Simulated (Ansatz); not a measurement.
# Ni (Fm-3m) in Ansatz: further runs

The runs below take Ni through single point, with PBEsol.

Program: Ansatz 0.2.0. These are calculated values, not measurements. Logs are shortened: lines on timing, memory, paths and dates and some standing lists are left out, and cuts for length are marked.

## (1) Starting point

The structure is cubic, space group Fm-3m (No. 225). The conventional cell has a = 3.475 Å, b = 3.475 Å, c = 3.475 Å, α = 90.00°, β = 90.00°, γ = 90.00°. Ni (site symmetry m-3m) has 12 Ni at 2.46 Å as nearest neighbours.

## (2) Single point, PBEsol

Input file input.yaml:

```yaml
crystal:
  lattice:
    - [0.0, 1.737572933, 1.737572933]
    - [1.737572933, 0.0, 1.737572933]
    - [1.737572933, 1.737572933, 0.0]
  atoms:
    - { symbol: Ni, position: [0.0, 0.0, 0.0] }
hamiltonian:
  xc: pbesol
  pseudopotentials: { kind: paw }
kpoints:
  mp_grid: { grid: [13, 13, 13] }
scf:
  occupations: { method: fermi_dirac, width: 0.05 }
output:
  forces: true
  stress: true
  eigenvalues: true
```

Potentials or basis: Ansatz PAW.

Launch:

```
ansatz run input.yaml --threads 2 --pin off --max-ram 5632MiB --backend cpu --events-out ev --progress --plain --runs-dir out
```

The log of the run:

```text
Warning: RAYON_NUM_THREADS=2 ignored (pool sized by the plan → 2); use --threads N
Engine: ansatz 0.2.0, x86_64-unknown-linux-gnu
Pseudopotentials: kind: paw
Pseudopotential: Ni, paw, valence charge 18, recommended cutoff 420 eV (normal), Ni.paw.azcp
Functional definition: PBEsol
  exchange = pbesol_x
  correlation = pbesol_c
Crystal: 1 atoms, lattice volume = 10.492 Å³
Basis set: ecut = 420 eV, 181 PW (Γ), exchange–correlation on 36×36×36 points (8 copies of the dense FFT grid, shifted against one another)
Bands: 13, of which v1, the nominal top of the filled ones, is band 9 counted from 1 (8 counted from 0)
Symmetry: 48 space group operations
Space group: Fm-3m (ITA 225), of the structure as read, at distance tolerance 2.2e-5 Å
k-points: 84 of 2197
Non-local potential: Ni, projectors of the file, l = 0: 3, l = 1: 2, l = 2: 3, l = 3: 1
PAW form: soft (Blöchl's): semilocal exchange-correlation on the pseudo side does not see the compensation charge
PAW frozen core: Ni, regenerated for the run's functional, and the local potential with it (the file was generated under x = pbe(κ = 0.804, μ = 0.2195149727645171), c = pbe(β = 0.06672455060314922))
PAW one-centre angular grid: Ni, 590 points (default); XC on 64 Gauss nodes
Initial density: superposition of atomic densities (neutral atoms: chi_scale 0, normalization atom), corrected by the library's trained network
Initial wavefunctions: pseudopotential atomic-orbital guess
Functional: x = pbesol(κ = 0.804, μ = 0.12345679012345678), c = pbesol(β = 0.046)
SCF iter   1: F=—  HF=-5804.936270 eV  |F-HF|=—  |Δ(HF+E_count)|=         —  Δρ=2.50e-2  dr2=3.40e-2  ethr=1.77e-3  ⟨swp⟩=5.7  Hψ=5965  notcnv=0
preconditioner: auto → none  [metal: Δε(μ)=0.016 eV  Ē_g=14.564 eV  σ=0.050 eV  W_gap=0.08  n_scr=0 (ndim 8)  ℏωp=36.3 eV  f_vac=0.000  D(μ)=3.54/eV (n_scr^D=64)]
SCF iter   2: F=—  HF=-5804.929198 eV  |F-HF|=—  |Δ(HF+E_count)|=   7.07e-3  Δρ=3.68e-3  dr2=7.14e-4  ethr=1.89e-4  ⟨swp⟩=2.0  Hψ=2071  notcnv=0
SCF iter   3: F=—  HF=-5804.929193 eV  |F-HF|=—  |Δ(HF+E_count)|=   5.12e-6  Δρ=6.59e-4  dr2=1.86e-5  ethr=3.97e-6  ⟨swp⟩=2.0  Hψ=1457  notcnv=0
SCF iter   4: F=—  HF=-5804.929213 eV  |F-HF|=—  |Δ(HF+E_count)|=   1.94e-5  Δρ=3.67e-5  dr2=6.57e-8  ethr=1.03e-7  ⟨swp⟩=2.4  Hψ=1811  notcnv=0
iter 5 did not close the SCF: its close was put off for the readings that it lacked (scf_convergence_deferred on its scf_iter line)
SCF iter   5: F=-5804.929213 eV  HF=-5804.929213 eV  |F-HF|=5.13e-10  |Δ(HF+E_count)|=   5.75e-9  Δρ=4.61e-6  dr2=1.12e-9  ethr=3.65e-10  ⟨swp⟩=2.4  Hψ=1811  notcnv=0
SCF iter   6: F=-5804.929213 eV  HF=-5804.929213 eV  |F-HF|=0.00e0  |Δ(HF+E_count)|=  8.37e-11  Δρ=3.07e-7  dr2=5.31e-12  ethr=6.25e-12  ⟨swp⟩=1.9  Hψ=3338  notcnv=0
SCF 1 converged in 6 iterations: F = -5804.929213 eV  dr2 = 5.31e-12
SCF converged after 6 iterations
Free energy (F): -5804.929213 eV
Harris-Foulkes:  -5804.929213 eV  (|F-HF|=0.00e0)
Internal energy: -5804.901604 eV  (E = F + TS)
E sigma→0 (E₀):  -5804.915409 eV
Entropy (-TS):   -0.027608 eV (-27.608 meV/atom)
Fermi energy:    18.675107 eV
--- Per-component energies (eV) ---
  E_band       = -271.756103
  E_kinetic    = 283.224516
  E_local      = -3376.449818  (includes V_loc(G=0)·N_el)
  E_nonlocal   = 636.232737
  E_hartree    = 1408.804162
  E_xc         = -84.760120
  E_vxc        = -109.704597  (∫ρ·V_xc dr)
  E_paw        = -1594.495063  (= ΣΔE_a)
  E_vpaw       = -522.667619  (= ΣTr[D̂ρ^β])
  E_aug_tail   = 0.000521  (compensation charges beyond the density's cutoff)
  E_ewald      = -3077.655828
  E_core_change = 0.197289  (= ΣΔE_core)
  E_smearing   = -0.027608  (= −TS)
  E_closure    = 0.000000  (closes the sum)
  Σ components = -5804.929213   (vs F -5804.929213, Δ=0.00e0)
--- Forces (eV/Å), atoms counted from 1 ---
  atom   1  Ni    -0.00000000     0.00000000     0.00000000
  max |Σ_I F_I| component: 1.36e-31 eV/Å
--- Stress (GPa, compression-positive) ---
       -3.444716       0.000000       0.000000
        0.000000      -3.444716       0.000000
       -0.000000       0.000000      -3.444716
  P = ⅓ Tr σ = -3.4447 GPa (-34.447 kbar)
--- Band table (eV; the first three rows and the last of 84) ---
  k-point 0: bands = ["-84.1382", "-44.5309", "-44.5309", "-44.5309", "9.4042", "16.6807", "16.6807", "16.6807", "17.8739", "17.8739", "42.5246", "46.8220", "46.8220"]
  k-point 1: bands = ["-84.1359", "-44.5459", "-44.5331", "-44.5331", "9.6420", "16.6128", "16.7358", "16.7358", "17.8505", "17.8505", "41.7539", "44.5082", "46.2991"]
  k-point 2: bands = ["-84.1294", "-44.5871", "-44.5389", "-44.5389", "10.3345", "16.4446", "16.8560", "16.8560", "17.8244", "17.8244", "38.4695", "43.4715", "45.4825"]
  k-point 83: bands = ["-84.0844", "-44.7115", "-44.6902", "-44.6253", "15.0642", "15.7365", "16.0579", "17.8027", "18.8028", "25.4410", "27.4879", "29.6258", "30.7019"]
```

Run time: 1.3 s. Hardware: 2 threads of AMD EPYC 7R43 (Zen 3), shared host; peak memory 0.32 GiB.

Results:

| Item | Value |
| --- | --- |
| Free energy | -5804.9292 eV |
| Pressure | -3.4 GPa |
| Band gap on the k mesh | none (metal or under the smearing width) |

Caveat: the run has no spin polarisation, though such a crystal can be magnetic; the PAW data sets come from PBE, with cores solved anew for the run's functional, which leaves a small shift of forces and pressure.

## (3) Single point, PBEsol, collinear spin, ferromagnetic start

input.yaml: that of step 2 with these lines changed.

```diff
@@ -6,3 +6,3 @@
   atoms:
-    - { symbol: Ni, position: [0.0, 0.0, 0.0] }
+    - { symbol: Ni, position: [0.0, 0.0, 0.0], spin: 1.0 }
 hamiltonian:
@@ -10,2 +10,4 @@
   pseudopotentials: { kind: paw }
+magnetization:
+  spin_polarized: true
 kpoints:
```

Potentials or basis: Ansatz PAW.

Launch:

```
ansatz run input.yaml --threads 2 --pin off --max-ram 5632MiB --backend cpu --events-out ev --progress --plain --runs-dir out
```

Wall time 2.8 s (2 threads of AMD EPYC 7R43 (Zen 3), shared host); peak memory 0.33 GiB.

The run converged. Its results:

```yaml
Free_energy: -5804.9822 eV
Pressure: -2.4 GPa
Band_gap_on_the_k_mesh: none (metal or under the smearing width)
Net_moment: 0.63 μB per cell
Absolute_moment: 0.71 μB per cell
Site_moments: Ni +0.66 μB
```

Levels at points of the mesh, in eV from the Fermi level:
Spin up:
```
           k point  band 6  band 7  band 8  band 9  band 10  band 11  band 12  band 13
(0.00, 0.00, 0.00)   -2.55   -2.55   -2.55   -1.31    -1.31    23.73    27.98    27.98
```
Spin down:
```tsv
k point	band 5	band 6	band 7	band 8	band 9	band 10	band 11	band 12	band 13	band 14
(0.00, 0.00, 0.00)	-9.44	-1.82	-1.82	-1.82	-0.69	-0.69	23.63	27.98	27.98	27.98
```

Caveat: the PAW data sets come from PBE, with cores solved anew for the run's functional, which leaves a small shift of forces and pressure.

## (4) Single point, PBEsol, collinear spin, random start

input.yaml: that of step 3 with these lines changed.

```diff
@@ -6,3 +6,3 @@
   atoms:
-    - { symbol: Ni, position: [0.0, 0.0, 0.0], spin: 1.0 }
+    - { symbol: Ni, position: [0.0, 0.0, 0.0], spin: 0.83 }
 hamiltonian:
```

Potentials or basis: Ansatz PAW.

Launch:

```
ansatz run input.yaml --threads 2 --pin off --max-ram 5632MiB --backend cpu --events-out ev --progress --plain --runs-dir out
```

The log of the run:

```text
Warning: RAYON_NUM_THREADS=2 ignored (pool sized by the plan → 2); use --threads N
Engine: ansatz 0.2.0, x86_64-unknown-linux-gnu
Pseudopotentials: kind: paw
Pseudopotential: Ni, paw, valence charge 18, recommended cutoff 420 eV (normal), Ni.paw.azcp
Functional definition: PBEsol
  exchange = pbesol_x
  correlation = pbesol_c
Crystal: 1 atoms, lattice volume = 10.492 Å³
Basis set: ecut = 420 eV, 181 PW (Γ), exchange–correlation on 36×36×36 points (8 copies of the dense FFT grid, shifted against one another)
Bands: 14, of which v1, the nominal top of the filled ones, is band 9 counted from 1 (8 counted from 0)
Symmetry: 48 space group operations
Space group: Fm-3m (ITA 225), of the structure as read, at distance tolerance 2.2e-5 Å
Magnetic group: BNS 225.116 (UNI 1618), of the structure as read, at distance tolerance 2.2e-5 Å
k-points: 84 of 2197
Non-local potential: Ni, projectors of the file, l = 0: 3, l = 1: 2, l = 2: 3, l = 3: 1
PAW form: soft (Blöchl's): semilocal exchange-correlation on the pseudo side does not see the compensation charge
PAW frozen core: Ni, regenerated for the run's functional, and the local potential with it (the file was generated under x = pbe(κ = 0.804, μ = 0.2195149727645171), c = pbe(β = 0.06672455060314922))
PAW one-centre angular grid: Ni, 590 points (default); XC on 64 Gauss nodes
Initial density: superposition of atomic densities (chi_scale 0.1, normalization cell)
Starting moments: Σ|m| = 0.83 μB on 1 of 1 site
Initial wavefunctions: pseudopotential atomic-orbital guess
Functional: x = pbesol(κ = 0.804, μ = 0.12345679012345678), c = pbesol(β = 0.046)
SCF iter   1: F=—  HF=-5804.392005 eV  |F-HF|=—  |Δ(HF+E_count)|=         —  Δρ=9.42e-2 (↑4.31e-2 ↓9.42e-2)  dr2=1.16e0  dr2_m=6.38e-2  M=0.830 μB ∫|m|=0.885 μB  β_m=0.30  ethr=3.10e-3  ⟨swp⟩=5.7  Hψ=12353  notcnv=0
Mixer restart at iter 1: flushing history
preconditioner: auto → none  [metal: Δε(μ)=0.004 eV  Ē_g=16.223 eV  σ=0.050 eV  W_gap=0.02  n_scr=0 (ndim 8)  ℏωp=36.3 eV  f_vac=0.000  D(μ)=1.92/eV (n_scr^D=26)]
SCF iter   2: F=—  HF=-5804.053054 eV  |F-HF|=—  |Δ(HF+E_count)|=   3.39e-1  Δρ=5.06e-2 (↑4.10e-2 ↓5.06e-2)  dr2=4.03e-1  dr2_m=8.58e-3  M=0.680 μB ∫|m|=0.739 μB  β_m=0.25  ethr=3.10e-3  ⟨swp⟩=2.8  Hψ=5687  notcnv=0  defer=53
SCF iter   3: F=—  HF=-5804.239928 eV  |F-HF|=—  |Δ(HF+E_count)|=   1.87e-1  Δρ=1.84e-2 (↑1.23e-2 ↓1.84e-2)  dr2=2.80e-2  dr2_m=5.04e-3  M=0.686 μB ∫|m|=0.748 μB  β_m=0.50  ethr=2.24e-3  ⟨swp⟩=2.5  Hψ=4084  notcnv=0  defer=53
SCF iter   4: F=—  HF=-5804.781548 eV  |F-HF|=—  |Δ(HF+E_count)|=   5.42e-1  Δρ=2.24e-2 (↑1.48e-2 ↓2.24e-2)  dr2=7.78e-2  dr2_m=2.68e-3  M=0.652 μB ∫|m|=0.723 μB  β_m=0.50  ethr=1.56e-4  ⟨swp⟩=2.5  Hψ=4506  notcnv=0  defer=58
[... 7 lines left out ...]
SCF iter  12: F=—  HF=-5804.982181 eV  |F-HF|=—  |Δ(HF+E_count)|=   4.16e-8  Δρ=2.83e-6 (↑1.31e-6 ↓2.83e-6)  dr2=1.06e-9  dr2_m=5.72e-11  M=0.630 μB ∫|m|=0.707 μB  β_m=0.89  ethr=4.80e-10  ⟨swp⟩=2.3  Hψ=3144  notcnv=0  defer=63
SCF iter  13: F=-5804.982181 eV  HF=-5804.982181 eV  |F-HF|=8.55e-11  |Δ(HF+E_count)|=  2.18e-10  Δρ=7.89e-7 (↑5.43e-7 ↓7.89e-7)  dr2=1.06e-10  dr2_m=1.70e-12  M=0.630 μB ∫|m|=0.707 μB  ethr=5.90e-12  ⟨swp⟩=2.9  Hψ=7696  notcnv=0
SCF 1 converged in 13 iterations: F = -5804.982181 eV  dr2 = 1.06e-10
SCF converged after 13 iterations
Magnetization: 0.6300 μB (9.3150 up, 8.6850 down)
Absolute magnetization: 0.7076 μB (∫|ρ↑−ρ↓|, with the PAW one-centre terms)
Spin contamination: 0.0056 ħ² per cell (⟨S²⟩ above its minimum at these occupations)
Per-site moments (μB) at R_I (Å): [(0.6634723427676068, 1.0136359230776613)]
Free energy (F): -5804.982181 eV
Harris-Foulkes:  -5804.982181 eV  (|F-HF|=8.55e-11)
Internal energy: -5804.969305 eV  (E = F + TS)
E sigma→0 (E₀):  -5804.975743 eV
Entropy (-TS):   -0.012876 eV (-12.876 meV/atom)
Fermi energy:    18.844786 eV
--- Per-component energies (eV) ---
  E_band       = -272.396785
  E_kinetic    = 282.989511
  E_local      = -3375.300082  (includes V_loc(G=0)·N_el)
  E_nonlocal   = 635.882425
  E_hartree    = 1407.903335
  E_xc         = -84.787261
  E_vxc        = -109.739635  (∫ρ·V_xc dr)
  E_paw        = -1594.199214  (= ΣΔE_a)
  E_vpaw       = -522.035412  (= ΣTr[D̂ρ^β])
  E_aug_tail   = 0.000520  (compensation charges beyond the density's cutoff)
  E_ewald      = -3077.655828
  E_core_change = 0.197289  (= ΣΔE_core)
  E_smearing   = -0.012876  (= −TS)
  E_closure    = -0.000000  (closes the sum)
  Σ components = -5804.982181   (vs F -5804.982181, Δ=0.00e0)
--- Forces (eV/Å), atoms counted from 1 ---
  atom   1  Ni    -0.00000000     0.00000000    -0.00000000
  max |Σ_I F_I| component: 1.03e-31 eV/Å
--- Stress (GPa, compression-positive) ---
       -2.389385       0.000000       0.000000
       -0.000000      -2.389385       0.000000
       -0.000000      -0.000000      -2.389385
  P = ⅓ Tr σ = -2.3894 GPa (-23.894 kbar)
--- Band table (eV; the first three rows and the last of 168) ---
  k-point 0 ↑: bands = ["-84.5822", "-44.9649", "-44.9649", "-44.9649", "9.4097", "16.2918", "16.2918", "16.2918", "17.5377", "17.5377", "42.5773", "46.8220", "46.8220", "46.8220"]
  k-point 1 ↑: bands = ["-84.5799", "-44.9796", "-44.9670", "-44.9670", "9.6472", "16.2280", "16.3459", "16.3459", "17.5151", "17.5151", "41.7626", "44.5140", "46.2738", "46.2738"]
  k-point 2 ↑: bands = ["-84.5735", "-45.0200", "-44.9728", "-44.9728", "10.3380", "16.0727", "16.4669", "16.4669", "17.4869", "17.4869", "38.4146", "43.5105", "45.4339", "45.4339"]
  k-point 83 ↓: bands = ["-83.7015", "-44.3398", "-44.3181", "-44.2522", "15.2464", "16.0098", "16.3277", "18.0750", "19.1963", "25.5556", "27.5858", "29.7153", "30.7725", "48.4542"]
```

Wall time 3 s (2 threads of AMD EPYC 7R43 (Zen 3), shared host); peak memory 0.34 GiB.

Results:

* Free energy: -5804.9822 eV
* Pressure: -2.4 GPa
* Band gap on the k mesh: none (metal or under the smearing width)
* Net moment: 0.63 μB per cell
* Absolute moment: 0.71 μB per cell
* Site moments: Ni +0.66 μB

Caveat: the PAW data sets come from PBE, with cores solved anew for the run's functional, which leaves a small shift of forces and pressure.

## (5) Single point, PBEsol, collinear spin, ferromagnetic start

input.yaml: that of step 4 with these lines changed.

```diff
@@ -6,3 +6,3 @@
   atoms:
-    - { symbol: Ni, position: [0.0, 0.0, 0.0], spin: 0.83 }
+    - { symbol: Ni, position: [0.0, 0.0, 0.0], spin: 2.5 }
 hamiltonian:
@@ -20 +20,5 @@
   eigenvalues: true
+  write_density: true
+  write_potential: true
+  elf: true
+  volumetric_format: npy
```

Potentials or basis: Ansatz PAW.

Launch:

```
ansatz run input.yaml --threads 2 --pin off --max-ram 5632MiB --backend cpu --events-out ev --progress --plain --runs-dir out
```

The log of the run:

```text
Warning: where an SCF of this run starts from atoms to list the orders of its open shells, Ni (site 0, from 0) starts with 2.00 μB on its 3d shell, in the place of the 2.50 μB that the deck gives it: its open shells can hold no more by Hund's first rule. To start from spheres of the given moment, type scf.initial_density.shell_occupations: []
Warning: RAYON_NUM_THREADS=2 ignored (pool sized by the plan → 2); use --threads N
Engine: ansatz 0.2.0, x86_64-unknown-linux-gnu
Pseudopotentials: kind: paw
Pseudopotential: Ni, paw, valence charge 18, recommended cutoff 420 eV (normal), Ni.paw.azcp
Functional definition: PBEsol
  exchange = pbesol_x
  correlation = pbesol_c
Crystal: 1 atoms, lattice volume = 10.492 Å³
Basis set: ecut = 420 eV, 181 PW (Γ), exchange–correlation on 36×36×36 points (8 copies of the dense FFT grid, shifted against one another)
Bands: 15, of which v1, the nominal top of the filled ones, is band 9 counted from 1 (8 counted from 0)
Symmetry: 48 space group operations
Space group: Fm-3m (ITA 225), of the structure as read, at distance tolerance 2.2e-5 Å
Magnetic group: BNS 225.116 (UNI 1618), of the structure as read, at distance tolerance 2.2e-5 Å
[... 45 lines left out ...]
  E_aug_tail   = 0.000520  (compensation charges beyond the density's cutoff)
  E_ewald      = -3077.655828
  E_core_change = 0.197289  (= ΣΔE_core)
  E_smearing   = -0.012876  (= −TS)
  E_closure    = 0.000000  (closes the sum)
  Σ components = -5804.982181   (vs F -5804.982181, Δ=0.00e0)
--- Forces (eV/Å), atoms counted from 1 ---
  atom   1  Ni    -0.00000000     0.00000000    -0.00000000
  max |Σ_I F_I| component: 1.68e-31 eV/Å
--- Stress (GPa, compression-positive) ---
       -2.389681       0.000000      -0.000000
        0.000000      -2.389681       0.000000
        0.000000       0.000000      -2.389681
  P = ⅓ Tr σ = -2.3897 GPa (-23.897 kbar)
--- Band table (eV; the first three rows and the last of 168) ---
  k-point 0 ↑: bands = ["-84.5822", "-44.9649", "-44.9649", "-44.9649", "9.4097", "16.2918", "16.2918", "16.2918", "17.5378", "17.5378", "42.5773", "46.8220", "46.8220", "46.8220", "49.4014"]
  k-point 1 ↑: bands = ["-84.5799", "-44.9796", "-44.9670", "-44.9670", "9.6472", "16.2281", "16.3459", "16.3459", "17.5151", "17.5151", "41.7626", "44.5140", "46.2738", "46.2738", "50.1929"]
  k-point 2 ↑: bands = ["-84.5735", "-45.0200", "-44.9728", "-44.9728", "10.3380", "16.0728", "16.4670", "16.4670", "17.4869", "17.4869", "38.4146", "43.5105", "45.4339", "45.4339", "50.8007"]
  k-point 83 ↓: bands = ["-83.7015", "-44.3397", "-44.3181", "-44.2522", "15.2465", "16.0099", "16.3277", "18.0751", "19.1963", "25.5556", "27.5858", "29.7153", "30.7725", "48.4542", "49.7969"]
```

Run time: 3.4 s. Hardware: 2 threads of AMD EPYC 7R43 (Zen 3), shared host; peak memory 0.33 GiB.

What came out:

| Property | Result |
| --- | --- |
| Free energy | -5804.9822 eV |
| Pressure | -2.4 GPa |
| Band gap on the k mesh | none (metal or under the smearing width) |
| Net moment | 0.63 μB per cell |
| Absolute moment | 0.71 μB per cell |
| Site moments | Ni +0.66 μB |

Levels at points of the mesh, in eV from the Fermi level:
Spin up:
```
           k point  band 5  band 6  band 7  band 8  band 9  band 10  band 11  band 12  band 13  band 14
(0.00, 0.00, 0.00)   -9.44   -2.55   -2.55   -2.55   -1.31    -1.31    23.73    27.98    27.98    27.98
```
Spin down:
```tsv
k point	band 5	band 6	band 7	band 8	band 9	band 10	band 11	band 12	band 13	band 14
(0.00, 0.00, 0.00)	-9.44	-1.82	-1.82	-1.82	-0.69	-0.69	23.63	27.98	27.98	27.98
```

Caveat: the PAW data sets come from PBE, with cores solved anew for the run's functional, which leaves a small shift of forces and pressure.

## (6) The runs side by side

| spin | gap on the mesh (eV) | pressure (GPa) | moment (μB) |
| --- | --- | --- | --- |
| off | none | -3.4 | - |
| collinear, ferromagnetic start | none | -2.4 | 0.63 |
| collinear, random start | none | -2.4 | 0.63 |

Alike in all rows: task single point; level PBEsol; potentials or basis Ansatz PAW; cell as given; k mesh 13 × 13 × 13; cutoff (eV) 420; smearing fermi-dirac 0.05 eV.

Every run on the cell as given and a fine mesh finds a metal.

Caveats: the PAW data sets come from PBE, with cores solved anew for the run's functional, which leaves a small shift of forces and pressure.

Absolute energies hang on the potentials; compare differences alone.
